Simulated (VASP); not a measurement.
Write the native input for VASP 6.6.1 that does the following.

* Task: single point
* Functional: PBEsol
* Potentials or basis: VASP PAW PBE potentials, release 64 (Cd, O)
* Cutoff: 520 eV
* k mesh: 10 × 10 × 10
* Occupations: gaussian, width 0.05 eV
* Spin: no spin polarisation
* Further INCAR settings: ALGO = Normal; EDIFF = 1e-06

The structure of CdO (Monteponite) lies in POSCAR:

```
CdO
3.3227
    0.000000000000      0.707105667078      0.707105667078
    0.707105667078      0.000000000000      0.707105667078
    0.707105667078      0.707105667078      0.000000000000
Cd O
1 1
Direct
    0.0000000000      0.0000000000      0.0000000000
    0.5000000000      0.5000000000      0.5000000000
```

These files were run (other wordings do the same):

INCAR

```
SYSTEM = CdO
PREC = Accurate
ENCUT = 520
EDIFF = 1E-6
ISMEAR = 0
SIGMA = 0.05
LREAL = .False.
LASPH = .True.
NELM = 60
ALGO = Normal
ISIF = 2
LWAVE = .False.
LCHARG = .False.
GGA = PS
```

KPOINTS

```
regular mesh
0
Gamma
  10 10 10
  0 0 0
```

Potentials or basis: VASP PAW PBE potentials, release 64 (Cd, O).

The run is started by

```bash
$ cat potpaw_PBE.64/Cd/POTCAR potpaw_PBE.64/O/POTCAR > POTCAR
$ mpirun -np 1 vasp_std > vasp.out
```

Results of the run:

```
Pressure               : 0.7 GPa
Band gap on the k mesh : none (metal or under the smearing width)
```

Caveat: the PAW data sets were made with another functional, which shifts forces and pressure a little; this crystal is a semiconductor, whose small gap the functional closes, so the metal is an error of the method.

Wall time 12 s on 1 thread of Intel(R) Xeon(R) Platinum 8488C (Sapphire Rapids), on a shared host, peak memory 0.16 GiB.
